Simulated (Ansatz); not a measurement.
In, space group I4/mmm, Fermi-surface readings

Computed with Ansatz 0.2.0, Python API.

The cells in order, each with its output:

```python
import ansatz
```

```python
system = (
    ansatz.Lattice.of([-1.62547, 1.62547, 2.4737], [1.62547, -1.62547, 2.4737], [1.62547, 1.62547, -2.4737])
    .atom('In', [0.0, 0.0, 0.0])
)
```

```python
system.resolved().sites[-1]
```

    Site(symbol='In', position=(0.0, 0.0, 0.0), moment=None, axis=None, held=None, saved=None)

```python
calc = (
    system.calculation()
    .functional('r2SCAN')
    .pseudopotentials('nc')
    .kpoints(6, 6, 6, center='monkhorst-pack')
    .occupations('gaussian')  # the run then minimises F = E - TS
    .mixing('anderson', preconditioner='kerker')
    .eigenstates(nscf_kmesh=(14, 14, 14), level_slopes=True)
)
surface = calc.run().fermi_surface().to_plain()
for way, reading in surface.items():
    if reading:
        rho_lambda = [f'{v:.3e}' for v in reading['resistivity_times_mean_free_path_ohm_m2']]
        print(f'{way:24s} area {reading["spin_summed_area_per_ang2"]:8.3f} 1/A^2  rho*lambda (ohm m^2) {rho_lambda}')
```

    DeckWarning: basis.ecutwfc = 1220 eV, auto-derived from the records' recommended cutoffs: set by In (normal level)
    by_tetrahedra            area   38.242 1/A^2  rho*lambda (ohm m^2) ['8.049e-16', '8.049e-16', '7.887e-16']
    by_slopes                area   40.862 1/A^2  rho*lambda (ohm m^2) ['7.668e-16', '7.668e-16', '7.135e-16']
    on_every_second_point    area   36.114 1/A^2  rho*lambda (ohm m^2) ['8.641e-16', '8.641e-16', '8.133e-16']

What to keep in mind:
- The settings weren't tested for convergence.
- Such functionals run on norm-conserving files made under PBE, which can move pressures by some GPa.
- For a metal this k-point mesh is coarse: on a finer one energies can move by several to tens of meV an atom and pressures by half a GPa or more, differences at one mesh by less.
- Warnings are shown shortened and without file and line.
- The three readings differ by the mesh error.
- Run time: 24 s on 1 thread of Intel(R) Xeon(R) Platinum 8375C CPU @ 2.90GHz (Ice Lake), on a shared host, peak memory 0.49 GiB.
